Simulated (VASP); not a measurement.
# SnSe in VASP: Born charges and dielectric tensor with LDA

Aim: the Born charges and dielectric tensor of SnSe with LDA.

Everything below comes from runs of VASP 6.6.1. Logs are shortened: lines on timing, memory, paths and dates and some standing lists are left out, and cuts for length are marked.

### 1 Starting point

The cell holds a slab with vacuum, 4 atoms: a = 4.193 Å, b = 4.193 Å, c = 10.963 Å, α = 90.00°, β = 90.00°, γ = 90.00°.

### 2 Born charges and dielectric tensor, LDA

The input, INCAR:

```
ALGO = Normal
EDIFF = 1E-8
ENCUT = 600
IBRION = 8
ISIF = 2
ISMEAR = 0
LASPH = True
LCHARG = False
LEPSILON = True
LREAL = False
LWAVE = False
NELM = 60
NSW = 1
PREC = Accurate
SIGMA = 0.02
```

The input, KPOINTS:

```
k-points
0
Gamma
  8 8 4
```

The input, POSCAR:

```
SnSe
1.0
    4.1926300000      0.0000000000      0.0000000000
    0.0000000000      4.1926300000      0.0000000000
    0.0000000000      0.0000000000     10.9632800000
Sn Se
2 2
Direct
    0.5000000000      0.0000000000      0.3777900000
    0.0000000000      0.5000000000      0.6222100000
    0.5000000000      0.0000000000      0.6221700000
    0.0000000000      0.5000000000      0.3778300000
```

Potentials or basis: VASP PAW LDA potentials, release 64 (Sn_d, Se).

On the command line:

```console
cat potpaw_LDA.64/Sn_d/POTCAR potpaw_LDA.64/Se/POTCAR > POTCAR
mpirun -np 1 vasp_std > vasp.out
```

OUTCAR:

```text
EDIFF = 1E-8
   ENCUT = 600
   IBRION = 8
   ISIF = 2
   ISMEAR = 0
   LASPH = True
   LEPSILON = True
   LREAL = False
   NELM = 60
   NSW = 1
   PREC = Accurate

 ion  position               nearest neighbor table
   1  0.500  0.000  0.378-   3 2.68   4 2.96   4 2.96   4 2.96   4 2.96
   2  0.000  0.500  0.622-   4 2.68   3 2.96   3 2.96   3 2.96   3 2.96
   3  0.500  0.000  0.622-   1 2.68   2 2.96   2 2.96   2 2.96   2 2.96
   4  0.000  0.500  0.378-   2 2.68   1 2.96   1 2.96   1 2.96   1 2.96

  LATTYP: Found a simple tetragonal cell.
 ALAT       =     4.1926300000
 C/A-ratio  =     2.6148932770

  Lattice vectors:

 A1 = (   4.1926300000,   0.0000000000,   0.0000000000)
 A2 = (   0.0000000000,   4.1926300000,   0.0000000000)
 A3 = (   0.0000000000,   0.0000000000,  10.9632800000)

Analysis of symmetry for initial positions (statically):
=====================================================================
 Subroutine PRICEL returns:
 Original cell was already a primitive cell.

 Routine SETGRP: Setting up the symmetry group for a
 simple tetragonal supercell.

 Subroutine GETGRP returns: Found 16 space group operations
 (whereof  8 operations were pure point group operations)
 out of a pool of 16 trial point group operations.

The static configuration has the point symmetry D_2d.
 The point group associated with its full space group is D_4h.

Analysis of symmetry for dynamics (positions and initial velocities):
=====================================================================
 Subroutine PRICEL returns:
 Original cell was already a primitive cell.

 Routine SETGRP: Setting up the symmetry group for a
 simple tetragonal supercell.

 Subroutine GETGRP returns: Found 16 space group operations
 (whereof  8 operations were pure point group operations)
 out of a pool of 16 trial point group operations.

The dynamic configuration has the point symmetry D_2d.
 The point group associated with its full space group is D_4h.

 Subroutine INISYM returns: Found 16 space group operations
 (whereof  8 operations are pure point group operations),
 and found     1 'primitive' translations

----------------------------------------------------------------------------------------

                                     Primitive cell

  volume of cell :     192.7141

  direct lattice vectors                    reciprocal lattice vectors
     4.192630000  0.000000000  0.000000000     0.238513773  0.000000000  0.000000000
     0.000000000  4.192630000  0.000000000     0.000000000  0.238513773  0.000000000
     0.000000000  0.000000000 10.963280000     0.000000000  0.000000000  0.091213578

  length of vectors
     4.192630000  4.192630000 10.963280000     0.238513773  0.238513773  0.091213578

  position of ions in fractional coordinates (direct lattice)
     0.500000000  0.000000000  0.377790000
     0.000000000  0.500000000  0.622210000
     0.500000000  0.000000000  0.622170000
     0.000000000  0.500000000  0.377830000

  ion indices of the primitive-cell ions
   primitive index   ion index
                 1           1
                 2           2
                 3           3
                 4           4

[... 839 lines left out ...]

[... ionic steps 4 to 9 ...]

--------------------------------------- Ionic step       10  -------------------------------------------

------------------------ aborting loop because EDIFF is reached ----------------------------------------

[... ionic steps 11 to 11 ...]

--------------------------------------- Ionic step       12  -------------------------------------------

 Free energy of the ion-electron system (eV)
  ---------------------------------------------------
  ---------------------------------------------------
  free energy    TOTEN  =        -0.10197982 eV

  energy without entropy =       -0.10197982

------------------------ aborting loop because EDIFF is reached ----------------------------------------

 INTERNAL STRAIN TENSOR  FOR ION    3  DIRECTION 3   (eV/Angst):
 -----------------------------------------------------------------------------
    -1.78542  0.00000  0.00000
     0.00000 -1.78542  0.00000
     0.00000  0.00000-13.05132

 MACROSCOPIC STATIC DIELECTRIC TENSOR (including local field effects in DFT)
 ------------------------------------------------------
          19.435319     0.000000     0.000000
           0.000000    19.435319     0.000000
           0.000000    -0.000000     1.993695
 ------------------------------------------------------

 PIEZOELECTRIC TENSOR (including local field effects)  for field in x, y, z        (e  Angst)
          XX          YY          ZZ          XY          YZ          ZX
  --------------------------------------------------------------------------------
  x     0.00000     0.00000    -0.00000     0.00000     0.00000     0.00000
  y    -0.00000     0.00000     0.00000     0.00000     0.00000     0.00000
  z     0.00000     0.00000     0.00000     0.00000     0.00000     0.00000

 PIEZOELECTRIC TENSOR (including local field effects)  for field in x, y, z        (C/m^2)
          XX          YY          ZZ          XY          YZ          ZX
  --------------------------------------------------------------------------------
  x     0.00000     0.00000    -0.00000     0.00000     0.00000     0.00000
  y    -0.00000     0.00000     0.00000     0.00000     0.00000     0.00000
  z     0.00000     0.00000     0.00000     0.00000     0.00000     0.00000

 BORN EFFECTIVE CHARGES (including local field effects) (in |e|, cummulative output)
 ---------------------------------------------------------------------------------
 ion    1
    1     5.93803     0.00000     0.00000
    2     0.00000     5.93803     0.00000
    3     0.00000     0.00000     0.35369
 ion    2
    1     5.93803     0.00000     0.00000
    2     0.00000     5.93803    -0.00000
    3     0.00000     0.00000     0.35369
 ion    3
    1    -5.93803     0.00000     0.00000
    2     0.00000    -5.93803     0.00000
    3     0.00000     0.00000    -0.35369
 ion    4
    1    -5.93803     0.00000     0.00000
    2     0.00000    -5.93803     0.00000
    3     0.00000     0.00000    -0.35369

 INTERNAL STRAIN TENSOR FOR ION    4 for displacements in x,y,z  (eV/Angst):
          X           Y           Z          XY          YZ          ZX
  --------------------------------------------------------------------------------
  x     0.00000     0.00000     0.00000     0.00000     0.00000     2.74679
  y     0.00000     0.00000     0.00000     0.00000     2.72034     0.00000
  z     1.78542     1.78542    13.05132     0.00000     0.00000     0.00000

 SECOND DERIVATIVES (NOT SYMMETRIZED)
 ------------------------------------
               1X          1Y          1Z          2X          2Y          2Z          3X          3Y          3Z          4X          4Y          4Z
  1X    -0.612819    0.000000    0.000000    0.534717    0.000000    0.000000   -0.382214    0.000000    0.000000    0.460316    0.000000    0.000000
  1Y     0.000000   -0.612819    0.000000    0.000000    0.534717    0.000000    0.000000   -0.382214    0.000000    0.000000    0.460316    0.000000
  1Z     0.000000    0.000000   -6.358878    0.000000    0.000000   -0.317321    0.000000    0.000000    5.511648    0.000000    0.000000    1.164552
  2X     0.534717    0.000000    0.000000   -0.612819    0.000000    0.000000    0.460316    0.000000    0.000000   -0.382214    0.000000    0.000000
  2Y     0.000000    0.534717    0.000000    0.000000   -0.612819    0.000000    0.000000    0.460316    0.000000    0.000000   -0.382214    0.000000
  2Z     0.000000    0.000000   -0.317321    0.000000    0.000000   -6.358878    0.000000    0.000000    1.164552    0.000000    0.000000    5.511648
  3X    -0.370745    0.000000    0.000000    0.475575    0.000000    0.000000   -1.581508    0.000000    0.000000    1.476678    0.000000    0.000000
  3Y     0.000000   -0.370745    0.000000    0.000000    0.475575    0.000000    0.000000   -1.581508    0.000000    0.000000    1.476678    0.000000
  3Z     0.000000    0.000000    5.527886    0.000000    0.000000    1.182466    0.000000    0.000000   -5.974787    0.000000    0.000000   -0.735565
  4X     0.475575    0.000000    0.000000   -0.370745    0.000000    0.000000    1.476678    0.000000    0.000000   -1.581508    0.000000    0.000000
  4Y     0.000000    0.475575    0.000000    0.000000   -0.370745    0.000000    0.000000    1.476678    0.000000    0.000000   -1.581508    0.000000
  4Z     0.000000    0.000000    1.182466    0.000000    0.000000    5.527886    0.000000    0.000000   -0.735565    0.000000    0.000000   -5.974787

 Eigenvectors and eigenvalues of the dynamical matrix
 ----------------------------------------------------

   1 f  =    5.874961 THz    36.913467 2PiTHz  195.967594 cm-1    24.296874 meV
             X         Y         Z           dx          dy          dz
      2.096315  0.000000  4.141818     0.000000   -0.000000   -0.446223
      0.000000  2.096315  6.821462    -0.000000    0.000000   -0.446223
      2.096315  0.000000  6.821024     0.000000   -0.000000    0.548530
      0.000000  2.096315  4.142256    -0.000000    0.000000    0.548530
[... 71 lines left out ...]
  12 f/i=    0.048312 THz     0.303551 2PiTHz    1.611502 cm-1     0.199801 meV
             X         Y         Z           dx          dy          dz
      2.096315  0.000000  4.141818    -0.527454    0.235184    0.000000
      0.000000  2.096315  6.821462    -0.527454    0.235184    0.000000
      2.096315  0.000000  6.821024    -0.372655    0.166161    0.000000
      0.000000  2.096315  4.142256    -0.372655    0.166161    0.000000

--------------------------------------------------------------------------------------------------------

 MACROSCOPIC STATIC DIELECTRIC TENSOR IONIC CONTRIBUTION
 ------------------------------------------------------
         716.342082     0.000000    -0.000000
           0.000000   716.342082     0.000000
          -0.000000     0.000000     0.035098
 ------------------------------------------------------

 ELASTIC MODULI CONTR FROM IONIC RELAXATION (kBar)
 Direction    XX          YY          ZZ          XY          YZ          ZX
 --------------------------------------------------------------------------------
 XX         -18.2522    -18.2522    -97.8573      0.0000     -0.0000     -0.0000
 YY         -18.2522    -18.2522    -97.8573      0.0000     -0.0000     -0.0000
 ZZ         -97.8573    -97.8573   -610.8294      0.0000      0.0000     -0.0000
 XY           0.0000      0.0000      0.0000      0.0000      0.0000      0.0000
 YZ          -0.0000     -0.0000      0.0000      0.0000    -74.0244      0.0000
 ZX          -0.0000     -0.0000     -0.0000      0.0000      0.0000    -72.4548
 --------------------------------------------------------------------------------

 PIEZOELECTRIC TENSOR IONIC CONTR  for field in x, y, z        (C/m^2)
          XX          YY          ZZ          XY          YZ          ZX
  --------------------------------------------------------------------------------
  x    -0.00000    -0.00000    -0.00000     0.00000    -0.00000    -0.00000
  y    -0.00000    -0.00000     0.00000     0.00000    -0.00000    -0.00000
  z     0.00000     0.00000     0.00000     0.00000    -0.00000     0.00000
```

Wall time 1.8 h (1 thread of Intel Xeon Platinum 8259CL at 2.50GHz (Skylake/Cascade Lake), shared host); peak memory 1.3 GiB.

Results:

| Item | Value |
| --- | --- |
| Band gap on the k mesh | 0.85 eV, direct |
| Electronic dielectric tensor (diagonal) | 19.44, 19.44, 1.99 |
| Born charges (mean of the diagonal) | Sn +4.08; Se -4.08 e |
| Highest phonon frequency at Γ, LO-TO splitting left out | 196 cm⁻¹ |

Phonon frequencies in cm⁻¹ (negative: imaginary):
```csv
q point,frequencies
"(0.000, 0.000, 0.000)",-2 -2 0 23 23 44 44 60 106 106 168 196
```

Electronic dielectric tensor:
```
19.44  0.00  0.00
 0.00 19.44  0.00
 0.00  0.00  1.99
```

Born effective charge tensors (e):
atom 1, Sn
```
5.94 0.00 0.00
0.00 5.94 0.00
0.00 0.00 0.35
```
atom 2, Sn
```
5.94 0.00 0.00
0.00 5.94 0.00
0.00 0.00 0.35
```
atom 3, Se
```
-5.94  0.00  0.00
 0.00 -5.94  0.00
 0.00  0.00 -0.35
```
atom 4, Se
```
-5.94  0.00  0.00
 0.00 -5.94  0.00
 0.00  0.00 -0.35
```

Caveat: spin-orbit coupling is left out, which moves the levels of the heavy elements.
